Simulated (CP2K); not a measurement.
Crystal: AlN.

```
CELL_PARAMETERS angstrom
3.08863 0.00000 0.00000
1.54432 2.67483 0.00000
1.54432 0.89161 2.52186
ATOMIC_POSITIONS crystal
Al 0.00000 0.00000 0.00000
N 0.25000 0.25000 0.25000
```

Measurements of this composition are mostly on another form, of space group No. 186.

Base run:

- Program: CP2K 2026.2
- Functional: PBE
- Potentials or basis: GTH_POTENTIALS Al GTH-PADE-q3, N GTH-PADE-q5; DZVP-MOLOPT-SR-GTH basis
- Density cutoff: 6123 eV
- k mesh: 10 × 10 × 10
- Occupations: fermi-dirac, width 0.05 eV
- Spin: no spin polarisation

Its results: band gap on the k mesh 3.41 eV, indirect (least direct gap 4.49 eV); pressure -4.3 GPa.

The run is repeated on the same cell with these changes: potentials or basis from GTH_POTENTIALS Al GTH-PADE-q3, N GTH-PADE-q5; DZVP-MOLOPT-SR-GTH basis to POTENTIAL_UZH Al GTH-SCAN-q3, N GTH-SCAN-q5; DZVP-MOLOPT-SR-GTH basis; potentials from Al GTH-PADE-q3 of GTH_POTENTIALS, N GTH-PADE-q5 of GTH_POTENTIALS to Al GTH-SCAN-q3 of POTENTIAL_UZH, N GTH-SCAN-q5 of POTENTIAL_UZH. What comes out?

Band gap on the k mesh 3.36 eV, indirect (least direct gap 4.57 eV); pressure 1.4 GPa.

Caveats: the potentials were made for another functional, which shifts forces and pressure; the basis of atomic orbitals isn't converged, which shifts pressures, moduli and gaps.

A k mesh can miss the band edges.
